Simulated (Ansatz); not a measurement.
# Os: the cost of one run

Computed with Ansatz 0.2.0 (DFT PBEsol, scalar-relativistic, plane waves, PAW, unless a step's input says otherwise).

1 further run of the same task is left out (set aside as unsound or not needed).

## 1. The starting structure

The structure is hexagonal, space group P6_3/mmc (No. 194). Conventional cell: a = 2.734 Å, b = 2.734 Å, c = 4.320 Å, α = 90.00°, β = 90.00°, γ = 120.00°. Os (site symmetry -6m2) has 12 Os at 2.68 to 2.73 Å as nearest neighbours.

As a file:

```cif
data_structure
_symmetry_space_group_name_H-M 'P6_3/mmc'
_symmetry_Int_Tables_number 194
_cell_length_a 2.7341
_cell_length_b 2.7341
_cell_length_c 4.3197
_cell_angle_alpha 90.000
_cell_angle_beta 90.000
_cell_angle_gamma 120.000
_cell_volume 27.96
loop_
_atom_site_label
_atom_site_type_symbol
_atom_site_symmetry_multiplicity
_atom_site_Wyckoff_symbol
_atom_site_fract_x
_atom_site_fract_y
_atom_site_fract_z
_atom_site_occupancy
Os1 Os 2 c 0.33333 0.66667 0.25000 1
```

The structure comes from the Crystallography Open Database.

## 2. A single atom displaced

The change: atom 1 (Os) moved by 0.23 Å.

Contents of input.yaml:

```yaml
crystal:
  lattice:
    - [2.7340999755, 0.0, 0.0]
    - [-1.3670499878, 2.3678000353, 0.0]
    - [0.0, 0.0, 4.3197]
  atoms:
    - { symbol: Os, position: [0.3333333333, 0.6666666667, 0.3020869505] }
    - { symbol: Os, position: [0.6666666667, 0.3333333333, 0.75] }
basis:
  ecutwfc: 420
kpoints:
  mp_grid: { grid: [15, 15, 8] }
hamiltonian:
  xc: pbesol
scf:
  occupations: { method: gaussian, width: 0.1 }
output:
  forces: true
  stress: true
  eigenvalues: true
  populations: true
```

Launch:

```bash
$ ansatz run input.yaml --threads 1 --pin off --max-ram 1331MiB --backend cpu --events-out ev --progress --plain --runs-dir out
```

**Question.** How long does this run take on 1 thread of an x86-64 CPU, shared host, and how much memory does it need?

About 12 s, with a peak of 0.37 GiB.
